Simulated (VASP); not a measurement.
Co:

```
CELL_PARAMETERS angstrom
-1.40232 1.40232 1.40232
1.40232 -1.40232 1.40232
1.40232 1.40232 -1.40232
ATOMIC_POSITIONS crystal
Co 0.00000 0.00000 0.00000
```

This isn't the form of Co at room conditions, which is hcp.

```yaml
Program: VASP 6.6.1
Task: single point
Functional: PBE
Potentials_or_basis: VASP PAW PBE potentials, release 64 (Co)
Cutoff: 520 eV
k_mesh: 13 × 13 × 13
Occupations: fermi-dirac, width 0.05 eV
Spin: collinear spin, ferromagnetic start
Starting_moments: "[2.0] μB"
```

On this cell: pressure -0.3 GPa; net moment 1.69 μB per cell; site moments Co +1.71 μB; band gap on the k mesh none (metal or under the smearing width).

The same run follows on a disturbed copy (cell strained at random at fixed volume):

```
CELL_PARAMETERS angstrom
-1.41629 1.38362 1.42624
1.41255 -1.37173 1.41061
1.41314 1.36858 -1.41436
ATOMIC_POSITIONS crystal
Co 0.99286 0.99699 0.99710
```

What changes?

The energy (extrapolated to zero smearing) moves by -0.6 meV/atom; pressure -0.3 GPa; net moment 1.69 μB per cell; site moments Co +1.71 μB; band gap on the k mesh none (metal or under the smearing width).

Stress tensor (GPa, compression positive):
```
 0.12  0.31  0.35
 0.31 -1.23 -1.17
 0.35 -1.17  0.32
```
